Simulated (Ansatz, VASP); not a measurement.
## HgTe (Coloradoite) in VASP and in Ansatz

```
Hg Te
1.0
     0.00000    3.21450    3.21450
     3.21450    0.00000    3.21450
     3.21450    3.21450    0.00000
Hg Te
1 1
Direct
  0.00000 0.00000 0.00000
  0.75000 0.75000 0.75000
```

Alike in both runs: task single point; functional PBE; k mesh 4 × 4 × 4; occupations fermi-dirac, width 0.03 eV; no spin polarisation.

|  | VASP | Ansatz |
| --- | --- | --- |
| version | VASP 6.6.1 | Ansatz 0.2.0 |
| potentials or method | VASP PAW PBE potentials, release 64 (Hg, Te), cutoff 520 eV | all-electron LAPW, scalar-relativistic |

VASP gave:

```
gap on the k mesh at the Fermi level (eV) : none
pressure (GPa)                            : 5.1
```

Q: What did Ansatz give for the same quantities?

A: gap on the k mesh at the Fermi level (eV): none; pressure (GPa): 5.0.

A gap of «none» marks a metal or a gap that the smearing closes. Ansatz ran all-electron here, so the differences hold the error of VASP's frozen core and of both bases.

Caveats: the k mesh is coarse (spacing up to 0.42 Å⁻¹), so the values aren't converged; the k mesh is thin for a metal, which can move the energy by tens of meV per atom (Ansatz). The runs have no spin-orbit coupling, so splittings on Hg, Te are missing.
